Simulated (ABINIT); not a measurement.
Co: band structure with PBEsol

Crystal: Co.

```xyz
4
Lattice="2.4706 0.0000 0.0000 -1.2353 2.1396 0.0000 0.0000 0.0000 8.0882" Properties=species:S:1:pos:R:3 pbc="T T T"
Co    1.2353    0.7132    6.0662
Co    0.0000    0.0000    4.0441
Co    0.0000    1.4264    2.0221
Co    0.0000    0.0000    0.0000
```

```yaml
Program: ABINIT 10.8.3 (patched build)
Task: band structure
Functional: PBEsol
Potentials_or_basis: JTH PAW PBE v2.0
Cutoff: 707 eV
k_mesh: 7 × 7 × 2
Occupations: fermi-dirac, width 0.05 eV
Spin: collinear spin, ferromagnetic start
Starting_moments: "[2.0, 2.0, 2.0, 2.0] μB"
Fine-grid_cutoff: 1306.15 eV
```

```json
{"Pressure": "-17.9 GPa", "Band gap on the k mesh": "none (metal or under the smearing width)", "Net moment": "0.00 μB per cell", "Valence electrons inside the program's atomic spheres": "Co 15.56 (radii [1.1161] Å)"}
```

Stress tensor (GPa, compression positive):
```
-18.09   0.00   0.00
  0.00 -18.09   0.00
  0.00   0.00 -17.53
```

Levels at the corners of the path, in eV from the Fermi level:
Spin up:
```tsv
point	band 32	band 33	band 34	band 35	band 36	band 37	band 38	band 39
Γ	-0.81	-0.81	-0.45	-0.45	-0.26	-0.19	-0.19	0.24
M	0.33	0.36	0.43	0.43	0.44	0.46	1.49	3.02
K	-0.42	-0.03	0.06	0.06	0.17	5.33	5.33	5.81
Γ	-0.81	-0.81	-0.45	-0.45	-0.26	-0.19	-0.19	0.24
A	-1.65	-0.63	-0.63	-0.63	-0.63	0.05	0.05	0.05
L	-0.05	0.32	0.32	0.43	0.43	1.79	1.79	3.19
H	-0.60	0.08	0.08	0.21	0.21	5.39	5.39	5.95
A	-1.65	-0.63	-0.63	-0.63	-0.63	0.05	0.05	0.05
```
Spin down:
```csv
point,band 32,band 33,band 34,band 35,band 36,band 37,band 38,band 39
Γ,-0.81,-0.81,-0.45,-0.45,-0.26,-0.19,-0.19,0.24
M,0.33,0.36,0.43,0.43,0.44,0.46,1.49,3.02
K,-0.42,-0.03,0.06,0.06,0.17,5.33,5.33,5.81
Γ,-0.81,-0.81,-0.45,-0.45,-0.26,-0.19,-0.19,0.24
A,-1.65,-0.63,-0.63,-0.63,-0.63,0.05,0.05,0.05
L,-0.05,0.32,0.32,0.43,0.43,1.79,1.79,3.19
H,-0.60,0.08,0.08,0.21,0.21,5.39,5.39,5.95
A,-1.65,-0.63,-0.63,-0.63,-0.63,0.05,0.05,0.05
```

Wall time 13 min on 1 thread of Intel(R) Xeon(R) 6975P-C (Granite Rapids), with other jobs on the host, peak memory 0.49 GiB.

Caveat: the k mesh is coarse (spacing up to 0.42 Å⁻¹), so the values aren't converged; the starting moments collapsed, and a magnetic state may lie lower; the PAW data sets were made with another functional, which shifts forces and pressure a little.
